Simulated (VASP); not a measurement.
An input for Quantum ESPRESSO's pw.x (written as the equivalent of a VASP run, and not itself run):

```
&CONTROL
  calculation = 'vc-relax'
  pseudo_dir = './pseudo'
  outdir = './out'
  tprnfor = .true.
  tstress = .true.
  nstep = 30
  forc_conv_thr = 0.00039
/
&SYSTEM
  ibrav = 0
  nat = 4
  ntyp = 2
  ecutwfc = 84
  occupations = 'smearing'
  smearing = 'methfessel-paxton'
  degauss = 0.00735
  input_dft = 'pbe'
/
&ELECTRONS
  conv_thr = 7.3e-09
  electron_maxstep = 100
/
&IONS
/
&CELL
  cell_dofree = 'shape'
/
ATOMIC_SPECIES
  In 114.818 In.upf
  N 14.007 N.upf
CELL_PARAMETERS angstrom
     1.7749088   -3.0742322    0.0000000
     1.7749088    3.0742322    0.0000000
     0.0000000    0.0000000    5.7249747
ATOMIC_POSITIONS crystal
  In   0.6666670  0.3333330  0.4998533
  In   0.3333330  0.6666670  0.9998533
  N    0.6666670  0.3333330  0.8791467
  N    0.3333330  0.6666670  0.3791467
K_POINTS automatic
  10 10 6 0 0 0
```

Task: Write the VASP files for the same calculation (PBE).

Result: Several could match; the one computed here: 
File POSCAR:
```
InN
1
    1.7749087721    -3.0742322447     0.0000000000
    1.7749087721     3.0742322447     0.0000000000
    0.0000000000     0.0000000000     5.7249747161
In N
2 2
Direct
  0.6666670000   0.3333330000   0.4998532939
  0.3333330000   0.6666670000   0.9998532939
  0.6666670000   0.3333330000   0.8791467061
  0.3333330000   0.6666670000   0.3791467061
```

KPOINTS:
```
Automatic mesh
0
Gamma
10 10 6
0 0 0
```

### INCAR
```
SYSTEM = InN
PREC = Accurate
ENCUT = 520
EDIFF = 1E-7
NELM = 100
ALGO = Normal
LREAL = .FALSE.
LASPH = .TRUE.
ISMEAR = 1
SIGMA = 0.1
GGA = PE
LMAXMIX = 4
LWAVE = .FALSE.
LCHARG = .FALSE.
ISIF = 4
IBRION = 2
NSW = 30
EDIFFG = -0.01
```

POTCAR, in this order: In_d N (PBE.64 set). Program: vasp_std.

The two are equivalent in intent, not identical: the potentials are each code's own (VASP's PAW set, PseudoDojo norm-conserving files in pw.x), so ENCUT and ecutwfc are chosen apart and not converted; conv_thr bounds pw.x's estimated SCF error, while EDIFF bounds the energy change between steps; forc_conv_thr acts on force components and is met together with etot_conv_thr.

The compound is InN in the wurtzite structure. This cell is one point of a volume scan, at 0.97 of the reference volume. Symmetry was kept, so distortions that lower it aren't found.
